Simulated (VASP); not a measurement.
# Li2O (Fm-3m) in VASP: a series of runs

The runs below take Li2O through relaxation of cell and atoms, single point, with PBEsol, RPBE.

Program: VASP 6.6.1. These are calculated values, not measurements. Logs are shortened: lines on timing, memory, paths and dates and some standing lists are left out, and cuts for length are marked.

### 1 Starting point

Symmetry: Fm-3m, No. 225, cubic system. Conventional cell: a = 4.627 Å, b = 4.627 Å, c = 4.627 Å, α = 90.00°, β = 90.00°, γ = 90.00°. Li (site symmetry -43m) has 4 O at 2.00 Å as nearest neighbours. O (site symmetry m-3m) is surrounded by 8 Li at 2.00 Å.

### 2 Relaxation of cell and atoms, PBEsol

Input file INCAR:

```
PREC = Accurate
ENCUT = 600
EDIFF = 1E-7
ISMEAR = 0
SIGMA = 0.02
LREAL = F
LASPH = T
NELM = 60
ALGO = Fast
ISIF = 3
LWAVE = F
LCHARG = F
GGA = PS
IBRION = 2
NSW = 90
EDIFFG = -0.005
```

Input file KPOINTS:

```
Automatic mesh
0
Gamma
  4 4 4
```

Input file POSCAR:

```
Li2O
1.0
    0.0000000000      2.3135000000      2.3135000000
    2.3135000000      0.0000000000      2.3135000000
    2.3135000000      2.3135000000      0.0000000000
Li O
2 1
Direct
    0.2500000000      0.2500000000      0.2500000000
    0.7500000000      0.7500000000      0.7500000000
    0.0000000000      0.0000000000      0.0000000000
```

Potentials or basis: VASP PAW PBE potentials, release 64 (Li_sv, O).

Command:

```
> cat potpaw_PBE.64/Li_sv/POTCAR potpaw_PBE.64/O/POTCAR > POTCAR
> mpirun -np 1 vasp_std > vasp.out
```

OUTCAR:

```text
PREC = Accurate
   ENCUT = 600
   EDIFF = 1E-7
   ISMEAR = 0
   LREAL = F
   LASPH = T
   NELM = 60
   ISIF = 3
   GGA = PS
   IBRION = 2
   NSW = 90
   EDIFFG = -0.005

 ion  position               nearest neighbor table
   1  0.250  0.250  0.250-   3 2.00   3 2.00   3 2.00   3 2.00   2 2.31   2 2.31   2 2.31   2 2.31
                             2 2.31   2 2.31
   2  0.750  0.750  0.750-   3 2.00   3 2.00   3 2.00   3 2.00   1 2.31   1 2.31   1 2.31   1 2.31
                             1 2.31   1 2.31
   3  0.000  0.000  0.000-   2 2.00   2 2.00   2 2.00   1 2.00   2 2.00   1 2.00   1 2.00   1 2.00

  LATTYP: Found a face centered cubic cell.
 ALAT       =     4.6270000000

  Lattice vectors:

 A1 = (   0.0000000000,   2.3135000000,   2.3135000000)
 A2 = (   2.3135000000,   0.0000000000,   2.3135000000)
 A3 = (   2.3135000000,   2.3135000000,   0.0000000000)

Analysis of symmetry for initial positions (statically):
=====================================================================
 Subroutine PRICEL returns:
 Original cell was already a primitive cell.

 Routine SETGRP: Setting up the symmetry group for a
 face centered cubic supercell.

 Subroutine GETGRP returns: Found 48 space group operations
 (whereof 48 operations were pure point group operations)
 out of a pool of 48 trial point group operations.

The static configuration has the point symmetry O_h .

Analysis of symmetry for dynamics (positions and initial velocities):
=====================================================================
 Subroutine PRICEL returns:
 Original cell was already a primitive cell.

 Routine SETGRP: Setting up the symmetry group for a
 face centered cubic supercell.

 Subroutine GETGRP returns: Found 48 space group operations
 (whereof 48 operations were pure point group operations)
 out of a pool of 48 trial point group operations.

The dynamic configuration has the point symmetry O_h .

 Subroutine INISYM returns: Found 48 space group operations
 (whereof 48 operations are pure point group operations),
 and found     1 'primitive' translations

----------------------------------------------------------------------------------------

                                     Primitive cell

  volume of cell :      24.7650

  direct lattice vectors                    reciprocal lattice vectors
     0.000000000  2.313500000  2.313500000    -0.216122758  0.216122758  0.216122758
     2.313500000  0.000000000  2.313500000     0.216122758 -0.216122758  0.216122758
     2.313500000  2.313500000  0.000000000     0.216122758  0.216122758 -0.216122758

  length of vectors
     3.271783077  3.271783077  3.271783077     0.374335597  0.374335597  0.374335597

  position of ions in fractional coordinates (direct lattice)
     0.250000000  0.250000000  0.250000000
     0.750000000  0.750000000  0.750000000
     0.000000000  0.000000000  0.000000000

  ion indices of the primitive-cell ions
   primitive index   ion index
                 1           1
                 2           2
                 3           3

----------------------------------------------------------------------------------------

 KPOINTS: Automatic mesh

Automatic generation of k-mesh.
 Grid dimensions read from file:
 generate k-points for:    4    4    4

 Generating k-lattice:

  Cartesian coordinates                     Fractional coordinates (reciprocal lattice)
    -0.054030689  0.054030689  0.054030689     0.250000000  0.000000000  0.000000000
     0.054030689 -0.054030689  0.054030689     0.000000000  0.250000000  0.000000000
     0.054030689  0.054030689 -0.054030689     0.000000000  0.000000000  0.250000000

  Length of vectors
     0.093583899  0.093583899  0.093583899

  Shift w.r.t. Gamma in fractional coordinates (k-lattice)
     0.000000000  0.000000000  0.000000000

 Subroutine IBZKPT returns following result:
 ===========================================

 Found      8 irreducible k-points:

 Following reciprocal coordinates:
            Coordinates               Weight
  0.000000  0.000000  0.000000      1.000000
  0.250000  0.000000  0.000000      8.000000
  0.500000  0.000000  0.000000      4.000000
  0.250000  0.250000  0.000000      6.000000
  0.500000  0.250000  0.000000     24.000000
 -0.250000  0.250000  0.000000     12.000000
  0.500000  0.500000  0.000000      3.000000
 -0.250000  0.500000  0.250000      6.000000
   k-points           NKPTS =      8   k-points in BZ     NKDIM =      8   number of bands    NBANDS=     10
   number of dos      NEDOS =    301   number of ions     NIONS =      3
   total plane-waves  NPLWV =  21952
   dimension x,y,z NGX =    28 NGY =   28 NGZ =   28
   dimension x,y,z NGXF=    56 NGYF=   56 NGZF=   56
   ions per type =               2   1
   NGX,Y,Z   is equivalent  to a cutoff of  14.23, 14.23, 14.23 a.u.
   NGXF,Y,Z  is equivalent  to a cutoff of  28.45, 28.45, 28.45 a.u.
 SYSTEM =  unknown system
   PREC   = accura    normal or accurate (medium, high low for compatibility)
   ISTART =      0    job   : 0-new  1-cont  2-samecut
   ICHARG =      2    charge: 1-file 2-atom 10-const
   ISPIN  =      1    spin polarized calculation?
   LNONCOLLINEAR =      F non collinear calculations
   LSORBIT =      F    spin-orbit coupling
   LASPH  =      T    aspherical Exc in radial PAW
   ENCUT  =  600.0 eV  44.10 Ry    6.64 a.u.   6.53  6.53  6.53*2*pi/ulx,y,z
   NELM   =     60;   NELMIN=  2; NELMDL= -5     # of ELM steps
   EDIFF  = 0.1E-06   stopping-criterion for ELM
   LREAL  =      F    real-space projection
   EDIFFG = -.5E-02   stopping-criterion for IOM
   NSW    =     90    number of steps for IOM
   IBRION =      2    ionic relax: 0-MD 1-quasi-New 2-CG
   NFREE  =      1    steps in history (QN), initial steepest desc. (CG)
   ISIF   =      3    stress and relaxation
   ISYM   =      2    0-nonsym 1-usesym 2-fastsym
   POTIM  = 0.5000    time-step for ionic-motion
   TEBEG  =    0.0;   TEEND  =   0.0 temperature during run
   PSTRESS=    0.0 pullay stress
   NELECT =      12.0000    total number of electrons
   NUPDOWN=      -1.0000    fix difference up-down
   EMIN   =  10.00;   EMAX   =-10.00  energy-range for DOS
   EFERMI =   0.00;   METHOD = LEGACY
   ISMEAR =     0;   SIGMA  =   0.02  broadening in eV -4-tet -1-fermi 0-gaus
   EFERMI_NEDOS =   21; number of points for ismear=-14 and -15
   IALGO  =     68    algorithm
   IMIX   =      4    mixing-type and parameters
     AMIX     =   0.40;   BMIX     =  1.00
     AMIX_MAG =   1.60;   BMIX_MAG =  1.00
  volume/ion in A,a.u.               =       8.26        55.71
  Fermi-wavevector in a.u.,A,eV,Ry     =   1.285846  2.429897 22.495884  1.653401
  Thomas-Fermi vector in A             =   2.417956
   LORBIT       =      0    0 simple, 1 ext, 2 COOP (PROOUT), +10 PAW based schemes
   GGA     = PS    functional components
   LHFCALC =     F    Hartree Fock is set to
   AEXX    =    0.0000 exact exchange contribution
   IVDW    =     0    specifies the selected vdW correction
   LEPSILON=     F    determine dielectric tensor
   LRPA    =     F    only Hartree local field effects (RPA)
 conjugate gradient relaxation of ions
 non-spin polarized calculation
 RMM-DIIS sequential band-by-band and
 Gauss-broadening in eV      SIGMA  =   0.02
  energy-cutoff  :      600.00
  volume of cell :       24.77
 maximum number of plane-waves:       869
 NGX is ok and might be reduce to    28
   NGX = 13   NGY = 13   NGZ = 13

--------------------------------------- Ionic step        1  -------------------------------------------

 number of electron      11.9999999 magnetization

 Free energy of the ion-electron system (eV)
  ---------------------------------------------------
  ext. energy  EPLUGINS =         0.00000000
  ---------------------------------------------------
  free energy    TOTEN  =       -14.74459089 eV

  energy without entropy =      -14.74459089  energy(sigma->0) =      -14.74459089

------------------------ aborting loop because EDIFF is reached ----------------------------------------

  FORCE on cell =-STRESS in cart. coord.  units (eV):
  Direction    XX          YY          ZZ          XY          YZ          ZX
  --------------------------------------------------------------------------------------
  -------------------------------------------------------------------------------------
  Total       -0.3758972     -0.3758972     -0.3758972      0.0000000      0.0000000      0.0000000
  in kB      -24.3187440    -24.3187440    -24.3187440      0.0000000      0.0000000      0.0000000
  external PRESSURE =     -24.3187440 kB  Pullay stress =       0.0000000 kB
[... 22 lines left out ...]
  energy  without entropy=      -14.7445908858  energy(sigma->0) =      -14.74459089

--------------------------------------- Ionic step        2  -------------------------------------------

 number of electron      12.0000002 magnetization

 E-fermi :   1.4421     XC(G=0):  -9.9780

 val. band max:        1.3019461877   @ k =   0.0000   0.0000   0.0000
 cond. band min:       6.1408618331   @ k =   0.5000   0.5000   0.0000
 fundamental gap:      4.8389156455
 Fermi energy:         1.4421412680

 k-point     1 :       0.0000    0.0000    0.0000
  band No.  band energies     occupation
      1     -40.9555      2.00000
      2     -40.5899      2.00000
      3     -14.0734      2.00000
      4       1.3019      2.00000
      5       1.3019      2.00000
      6       1.3019      2.00000
      7       6.5601      0.00000
      8      13.1719      0.00000
      9      13.1719      0.00000
     10      13.1720      0.00000
[... 160 lines left out ...]
  energy  without entropy=      -14.7503565482  energy(sigma->0) =      -14.75035655

--------------------------------------- Ionic step        4  -------------------------------------------

 number of electron      12.0000003 magnetization

 Free energy of the ion-electron system (eV)
  ---------------------------------------------------
  ext. energy  EPLUGINS =         0.00000000
  ---------------------------------------------------
  free energy    TOTEN  =       -14.75042795 eV

  energy without entropy =      -14.75042795  energy(sigma->0) =      -14.75042795

 E-fermi :   1.4832     XC(G=0): -10.0334

 val. band max:        1.3699308253   @ k =   0.0000   0.0000   0.0000
 cond. band min:       6.2329873151   @ k =   0.5000   0.5000   0.0000
 fundamental gap:      4.8630564899
 Fermi energy:         1.4832210466

 k-point     1 :       0.0000    0.0000    0.0000
  band No.  band energies     occupation
      1     -40.8630      2.00000
      2     -40.4822      2.00000
      3     -14.0262      2.00000
      4       1.3699      2.00000
      5       1.3699      2.00000
      6       1.3699      2.00000
      7       6.7236      0.00000
      8      13.3116      0.00000
      9      13.3116      0.00000
     10      13.3116      0.00000
[... 119 lines left out ...]
  FREE ENERGIE OF THE ION-ELECTRON SYSTEM (eV)
  ---------------------------------------------------
  free  energy   TOTEN  =       -14.7504279524 eV

  energy  without entropy=      -14.7504279524  energy(sigma->0) =      -14.75042795

 reached required accuracy - stopping structural energy minimisation
```

Run time: 33 s. Hardware: 1 thread of Intel Xeon Platinum 8375C at 2.90GHz (Ice Lake), shared host; peak memory 0.14 GiB.

What came out:

```yaml
Free_energy: -14.7504 eV
Relaxed_volume: 8.00 Å³/atom
Relaxed_cell: a = 3.238 Å, b = 3.238 Å, c = 3.238 Å, α = 60.00°, β = 60.00°, γ = 60.00°
Space_group_after_relaxing_to_0.05_Å: Fm-3m (No. 225)
Energy_gained_by_relaxing: 1.9 meV/atom
Ionic_steps: 4
Pressure_after_relaxing: 0.0 GPa
Band_gap_on_the_k_mesh: 4.86 eV, indirect (least direct gap 5.35 eV)
```

The path:
```tsv
step	energy change (eV)	largest force (eV/Å)	pressure (GPa)	volume (Å³)
1	0.0000	0.0000	-2.43	24.77
2	-0.0048	0.0000	-1.07	24.32
3	-0.0058	0.0000	0.28	23.93
4	-0.0058	0.0000	0.01	24.01
```

Final structure:
```xyz
3
Lattice="0.0000 2.2897 2.2897 2.2897 0.0000 2.2897 2.2897 2.2897 0.0000" Properties=species:S:1:pos:R:3 pbc="T T T"
Li    1.1448    1.1448    1.1448
Li    3.4345    3.4345    3.4345
O     0.0000    0.0000    0.0000
```

Levels at points of the mesh, in eV from the valence-band top:
```
           k point  band 4  band 5  band 6  band 7  band 8  band 9
(0.00, 0.00, 0.00)    0.00    0.00    0.00    5.35   11.94   11.94
(0.50, 0.00, 0.00)   -2.87   -0.47   -0.47    9.25    9.99   12.06
(0.50, 0.50, 0.00)   -1.63   -1.45   -1.45    4.86   13.65   13.65
```

Caveat: the k mesh is coarse (spacing up to 0.59 Å⁻¹), so the values aren't converged; the cutoff is under 1.25 times the usual one of these potentials, so pressure, stress and relaxed cells hold a basis-set (Pulay) error; the PAW data sets were made with another functional, which shifts forces and pressure a little.

### 3 Single point, PBEsol

Input file INCAR:

```
SYSTEM = Li2O
PREC = Accurate
ENCUT = 520
EDIFF = 1E-6
ISMEAR = 0
SIGMA = 0.02
LREAL = .FALSE.
LASPH = .TRUE.
NELM = 60
ALGO = Fast
ISIF = 2
LWAVE = .FALSE.
LCHARG = .FALSE.
GGA = PS
```

Input file KPOINTS:

```
regular mesh
0
G
  8 8 8
  0 0 0
```

POSCAR is that of step 2.

Potentials or basis: VASP PAW PBE potentials, release 64 (Li_sv, O).

Command:

```
> cat potpaw_PBE.64/Li_sv/POTCAR potpaw_PBE.64/O/POTCAR > POTCAR
> mpirun -np 1 vasp_std > vasp.out
```

It took 9.6 s on 1 thread of Intel Xeon Platinum 8375C at 2.90GHz (Ice Lake), shared host; peak memory 0.13 GiB.

Results (log left out):

| Item | Value |
| --- | --- |
| Free energy | -14.7433 eV |
| Band gap on the k mesh | 4.81 eV, indirect (least direct gap 5.13 eV) |

Levels at points of the mesh, in eV from the valence-band top:
```csv
k point,band 4,band 5,band 6,band 7,band 8,band 9
"(0.00, 0.00, 0.00)",0.00,0.00,0.00,5.13,11.77,11.77
"(0.50, 0.00, 0.00)",-2.80,-0.45,-0.45,9.05,9.69,11.89
"(0.50, 0.50, 0.00)",-1.60,-1.39,-1.39,4.81,13.37,13.37
```

Caveat: the cutoff is under 1.25 times the usual one of these potentials, so pressure, stress and relaxed cells hold a basis-set (Pulay) error; the PAW data sets were made with another functional, which shifts forces and pressure a little.

(Continued in part 2 of 2.)
